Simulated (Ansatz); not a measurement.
# Relaxing BaTiO3

Computed with DFT r2SCAN+U, scalar-relativistic, plane waves, PAW (Ansatz). Run with 500 eV cutoff, 6×6×6 k-mesh, Gaussian smearing of 0.02 eV, no spin polarisation, U_eff Ti 4.0 eV on d shells.

What was changed: equal strain along all axes, cell held, atoms relaxed: +3.0 %.

Command:

```bash
ansatz run input.yaml --threads 1 --pin off --max-ram 2560MiB --backend cpu --events-out ev --progress --plain --runs-dir out
```

Input:

```yaml
crystal:
  lattice:
    - [2.9219632063, 1.6869962437, 2.3905427628]
    - [-2.9219632063, 1.6869962437, 2.3905427628]
    - [0.0, -3.3739924874, 2.3905427628]
  atoms:
    - { symbol: Ba, position: [0.0020091225, 0.0020091225, 0.0020091225] }
    - { symbol: Ti, position: [0.5140268344, 0.5140268344, 0.5140268344] }
    - { symbol: O, position: [0.4887826182, 0.9774998067, 0.4887826182] }
    - { symbol: O, position: [0.4887826182, 0.4887826182, 0.9774998067] }
    - { symbol: O, position: [0.9774998067, 0.4887826182, 0.4887826182] }
basis:
  ecutwfc: 500
kpoints:
  mp_grid: { grid: [6, 6, 6] }
hamiltonian:
  xc: r2scan
  hubbard: { sites: [{ species: Ti, l: d, u_eff: 4.0 }] }
scf:
  occupations: { method: gaussian, width: 0.02 }
output:
  forces: true
  stress: true
  eigenvalues: true
relax:
  adjacent_minimum: "off"
  f_tol: 0.008
  max_steps: 40
```

F is the free energy.

Steps:

```tsv
step	F − F(1) (eV)	largest force component (eV/Å)
1	0.0000	0.471
2	-0.0041	0.628
3	-0.0129	0.491
4	-0.0239	0.104
5	-0.0257	0.004
6	-0.0257	0.004
```

Relaxed structure:

```yaml
crystal:
  lattice:
    - [2.92196, 1.68700, 2.39054]
    - [-2.92196, 1.68700, 2.39054]
    - [0.00000, -3.37399, 2.39054]
  atoms:
    - { symbol: Ba, position: [0.00539, 0.00539, 0.00539] }
    - { symbol: Ti, position: [0.51954, 0.51954, 0.51954] }
    - { symbol: O, position: [0.48752, 0.97113, 0.48752] }
    - { symbol: O, position: [0.48752, 0.48752, 0.97113] }
    - { symbol: O, position: [0.97113, 0.48752, 0.48752] }
```

It takes space group R3m (No. 160, trigonal). The conventional cell has a = 5.844 Å, b = 5.844 Å, c = 7.172 Å, α = 90.00°, β = 90.00°, γ = 120.00°. Around Ba (site symmetry 3m) lie 12 O at 2.82 to 3.03 Å. Ti (site symmetry 3m) has 3 O at 1.88 Å as nearest neighbours. O (site symmetry m) is surrounded by 1 Ti at 1.88 Å.

The run converged. Time: 90 s on 1 thread of Arm Neoverse V2, with other jobs on the host, peak memory 0.54 GiB.